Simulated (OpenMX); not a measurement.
Crystal: Si.

```
CELL_PARAMETERS angstrom
0.00000 2.72185 2.72185
2.72185 0.00000 2.72185
2.72185 2.72185 0.00000
ATOMIC_POSITIONS crystal
Si 0.50000 0.50000 0.50000
Si 0.75000 0.75000 0.75000
```

Base run:

* Program: OpenMX 3.8.5
* Functional: PBE
* Potentials or basis: OpenMX 2013 PBE set, Si7.0-s2p2d1, grid cutoff 260 Ry
* k mesh: 9 × 9 × 9
* Occupations: fermi-dirac, width 0.05 eV
* Spin: no spin polarisation

Its results: band gap on the k mesh 0.69 eV, indirect (least direct gap 2.62 eV); pressure 1.7 GPa.

The run is repeated on the same cell with these changes: potentials or basis from OpenMX 2013 PBE set, Si7.0-s2p2d1, grid cutoff 260 Ry to OpenMX 2013 PBE set, Si7.0-s3p3d2, grid cutoff 300 Ry. What comes out?

Band gap on the k mesh 0.64 eV, indirect (least direct gap 2.58 eV); pressure 1.7 GPa.

Caveats: the basis of atomic orbitals isn't converged, which shifts pressures, moduli and gaps; an odd mesh through Γ misses points on the zone boundary, where band edges often lie (some runs).

Not every run made on this cell is shown here.
